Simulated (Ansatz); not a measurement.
The structure is an experimental refinement, used without relaxation. The listed cell was then made from it by scaling, straining or moving an atom.

Ti: DFT, PBE, all-electron LAPW, scalar-relativistic (Ansatz 0.2.0). What sets it apart from a plain run of this crystal: equal xy, yz and zx engineering shear strains of -1 %.

Command: `ansatz run input.yaml --threads 1 --pin off --max-ram 3072MiB --backend cpu --events-out ev --progress --plain --runs-dir out` The run took 12 s on 1 thread of Intel(R) Xeon(R) Platinum 8488C (Sapphire Rapids) (shared host), peak memory 0.43 GiB.

```yaml
crystal:
  lattice:
    - [-1.65741, 1.641, 1.641]
    - [1.641, -1.65741, 1.641]
    - [1.641, 1.641, -1.65741]
  atoms:
    - { symbol: Ti, position: [0.0, 0.0, 0.0] }
kpoints:
  mp_grid: { grid: [14, 14, 14] }
  band_path:
    path:
      - [0.0, 0.0, 0.0]
      - [0.0, 0.0, 0.5]
      - [-0.5, 0.5, 0.5]
      - [-0.7524689983, 0.2475310017, 0.2475310017]
      - [0.2475310017, 0.2475310017, 0.2475310017]
      - [0.0, 0.0, 0.0]
      - [-0.5, 0.0, 0.5]
    npoints: 5
scf:
  occupations: { method: fermi_dirac, width: 0.05 }
hamiltonian:
  xc: pbe
  pseudopotentials: { kind: all_electron, lapw: { basis_error: 0.00025 } }
output:
  forces: true
  stress: true
  eigenvalues: true
```

Output (standing set-up lines are left out):

```
LAPW: plane waves up to 8.390 Å⁻¹, error target 2.5e-4 eV per atom; small_component_spin mean_spin; Ti in spheres of 1.407 Å, 12 of its electrons in bands, Dirac shells []
Crystal: 1 atoms, lattice volume = 17.675 Å³
Basis set: ecut = 268.1915541499777 eV, 177 PW (Γ), exchange–correlation at level 2
Symmetry: 12 space group operations
Space group: R-3m (ITA 166), of the structure as read, at distance tolerance 2.6e-5 Å
k-points: 288 of 2744
iter 1 solved again at ethr=6.63e-4 eV; its pass at ethr=1.00e-1 eV (dr2=7.96e-2 eV) is discarded
SCF iter   1: F=—  HF=-23233.387684 eV  |F-HF|=—  |Δ(HF+E_count)|=         —  Δρ=2.42e-2  dr2=8.03e-2  ethr=6.63e-4  ⟨swp⟩=2.8  Hψ=21094  notcnv=0
preconditioner: auto → none  [metal: Δε(μ)=0.006 eV  Ē_g=4.413 eV  σ=0.050 eV  W_gap=0.03  n_scr=0 (ndim 8)  ℏωp=17.7 eV  f_vac=0.000  D(μ)=2.42/eV (n_scr^D=42)]
iter 2 solved again at ethr=3.11e-6 eV; its pass at ethr=6.63e-4 eV (dr2=3.74e-4 eV) is discarded
SCF iter   2: F=—  HF=-23233.243780 eV  |F-HF|=—  |Δ(HF+E_count)|=   1.44e-1  Δρ=1.78e-3  dr2=3.71e-4  ethr=3.11e-6  ⟨swp⟩=2.8  Hψ=15951  notcnv=0
SCF iter   3: F=—  HF=-23233.224672 eV  |F-HF|=—  |Δ(HF+E_count)|=   1.91e-2  Δρ=2.91e-3  dr2=1.15e-3  ethr=3.09e-6  ⟨swp⟩=3.0  Hψ=10168  notcnv=0
SCF iter   4: F=—  HF=-23233.224620 eV  |F-HF|=—  |Δ(HF+E_count)|=   5.24e-5  Δρ=1.79e-4  dr2=3.85e-6  ethr=3.09e-6  ⟨swp⟩=2.0  Hψ=8510  notcnv=0
SCF iter   5: F=—  HF=-23233.224621 eV  |F-HF|=—  |Δ(HF+E_count)|=   1.28e-6  Δρ=3.76e-5  dr2=1.84e-7  ethr=3.21e-8  ⟨swp⟩=2.3  Hψ=8591  notcnv=0
SCF iter   6: F=-23233.224620 eV  HF=-23233.224620 eV  |F-HF|=1.17e-8  |Δ(HF+E_count)|=   4.53e-7  Δρ=4.69e-6  dr2=3.26e-9  ethr=1.53e-9  ⟨swp⟩=2.0  Hψ=8516  notcnv=0
SCF 1 converged in 6 iterations: F = -23233.224620 eV  dr2 = 3.26e-9
NSCF: frozen V_eff on 31 k-points
SCF converged after 6 iterations
Free energy (F): -23233.224620 eV
Harris-Foulkes:  -23233.224620 eV  (|F-HF|=1.17e-8)
Internal energy: -23233.204036 eV  (E = F + TS)
E sigma→0 (E₀):  -23233.214328 eV
Entropy (-TS):   -0.020585 eV (-20.585 meV/atom)
Fermi energy:    13.255283 eV
--- Per-component energies (eV) ---
  E_band       = -155.348520
  E_kinetic    = 23456.715109
  E_xc         = -1147.882016
  E_electrostatic = -45542.037129  (all electrons and nuclei)
  E_smearing   = -0.020585  (= −TS)
  E_closure    = 0.000000  (closes the sum)
  E_atoms      = -23226.621050  (free atoms, spherical and without spin; not in F)
  Σ components = -23233.224620   (vs F -23233.224620, Δ=0.00e0)
  Basis errors (estimates in eV, not in F): energy 3.1e-5 per atom: plane waves 2.6e-5 (1.3e-5 summed), levels above the bands 1.1e-69, relativity 2.0e-9, radial functions 5.8e-6, core shells 5.6e-8; eigenvalues (radial functions only) 1.8e-7; not estimated: angular momenta, meshes, grids; target (lapw.basis_error) 2.5e-4; muffin-tin radii Ti 1.407 Å
--- Forces (eV/Å), atoms counted from 1 ---
  atom   1  Ti     0.00000000     0.00000000     0.00000000
  max |Σ_I F_I| component: 1.03e-32 eV/Å
--- Stress (GPa, compression-positive) ---
       -2.411543       0.368589       0.368589
        0.368589      -2.411543       0.368589
        0.368589       0.368589      -2.411543
  P = ⅓ Tr σ = -2.4115 GPa (-24.115 kbar)
--- Band table (eV; the first three rows and the last of 288) ---
  k-point 0: bands = ["-43.2640", "-19.1613", "-19.1613", "-19.1399", "7.3707", "14.1404", "14.2847", "14.2847", "15.9652", "15.9652"]
  k-point 1: bands = ["-43.2578", "-19.1845", "-19.1614", "-19.1609", "7.5438", "14.1873", "14.2055", "14.3490", "15.8673", "15.9672"]
  k-point 2: bands = ["-43.2402", "-19.2742", "-19.1941", "-19.1615", "8.0432", "13.9906", "14.1209", "14.6885", "15.6804", "15.9790"]
  k-point 287: bands = ["-43.0536", "-19.6150", "-19.5833", "-19.5833", "11.2132", "11.2132", "17.0619", "17.0619", "17.1891", "21.4734"]
```
